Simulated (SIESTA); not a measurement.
The system is PbO.

```
Pb O
1.0
     5.87600    0.00000    0.00000
     0.00000    5.47600    0.00000
     0.00000    0.00000    4.74300
Pb O
4 4
Direct
  0.76900 0.51400 0.25000
  0.23100 0.48600 0.75000
  0.76900 0.98600 0.75000
  0.23100 0.01400 0.25000
  0.13200 0.58200 0.25000
  0.86800 0.41800 0.75000
  0.13200 0.91800 0.75000
  0.86800 0.08200 0.25000
```

- Program: SIESTA 5.4.2
- Task: single point
- Functional: PBE
- Potentials or basis: PseudoDojo 0.4 standard (PBE files)
- Basis: DZP (energy shift 0.003 Ry; two zetas on semicore shells)
- Grid cutoff: 800 Ry
- Energy shift: 0.003 Ry
- k mesh: 5 × 5 × 6
- Occupations: fermi-dirac, width 0.05 eV
- Spin: no spin polarisation

On this cell: pressure 4.8 GPa; largest force 1.263 eV/Å; band gap on the k mesh 1.91 eV, indirect (least direct gap 2.09 eV).

The same run follows on a disturbed copy (atoms moved at random, drawn with an rms of 0.05 Å):

```
Pb O
1.0
     5.87600    0.00000    0.00000
     0.00000    5.47600    0.00000
     0.00000    0.00000    4.74300
Pb O
4 4
Cartesian
  4.5370 2.7944 1.1620
  1.3940 2.6636 3.5078
  4.5741 5.3787 3.5749
  1.3696 0.0604 1.2178
  0.7591 3.2018 1.2040
  5.1156 2.3275 3.5437
  0.8107 5.0468 3.5491
  5.0899 0.4067 1.1240
```

Task: What does the disturbed cell give?

Result: The energy moves by +7.8 meV/atom; pressure 5.3 GPa; largest force 1.688 eV/Å; band gap on the k mesh 1.88 eV, indirect (least direct gap 2.04 eV).

Forces in eV/Å, atoms in the order of the input:
```
Pb  -1.320 -0.814  0.032
Pb   0.612  0.749  0.216
Pb  -1.428  0.779 -0.157
Pb   0.796 -0.650 -0.203
O    1.667  0.223 -0.147
O   -0.974 -0.382 -0.028
O    1.526 -0.296  0.002
O   -0.880  0.391  0.286
```

Stress tensor (GPa, compression positive):
```
11.78  0.17 -0.13
 0.17 -0.25 -0.09
-0.13 -0.09  4.43
```

Caveats: spin-orbit coupling is left out, which as a rule narrows the gap of such compounds by several tenths of an eV; an odd mesh through Γ misses points on the zone boundary, where band edges often lie; the cell's inner coordinates are idealised or old, which leaves forces on the atoms; the basis of atomic orbitals isn't converged, which shifts pressures, moduli and gaps.
